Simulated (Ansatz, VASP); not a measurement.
SrO: VASP beside Ansatz

```
CELL_PARAMETERS angstrom
3.79915 -4.54831 0.00000
3.79915 4.54831 0.00000
0.00000 0.00000 3.77316
ATOMIC_POSITIONS crystal
Sr 0.00000 0.00000 0.00000
Sr 0.50000 0.50000 0.50000
O 0.70525 0.70525 0.00000
O 0.29475 0.29475 0.00000
```

Change from the starting cell: ordered vacancies on the anion sites of rutile (Cmmm, No. 65).

Alike in both runs: functional PBE; k mesh 8 × 8 × 12; occupations gaussian, width 0.1 eV; no spin polarisation.

Ansatz relaxed the structure, and its values are those at the end. VASP's run is a single point on that final structure, the one shown.

|  | VASP | Ansatz |
| --- | --- | --- |
| version | VASP 6.6.1 | Ansatz 0.2.0 |
| potentials or method | VASP PAW PBE potentials, release 64 (Sr_sv, O) | scalar-relativistic, plane waves, PAW |
| plane-wave cutoff (eV) | 520 | 420 |
| valence electrons in the cell | 32 | 32 |

Ansatz gave:

| Quantity | Value |
| --- | --- |
| gap on the k mesh at the Fermi level (eV) | none |
| pressure (GPa) | 0.0 |
| rms of the force components (eV/Å) | 0.004 |

Which values does VASP return?

gap on the k mesh at the Fermi level (eV): none; pressure (GPa): 0.4; rms of the force components (eV/Å): 0.029.

A gap of «none» marks a metal or a gap that the smearing closes.
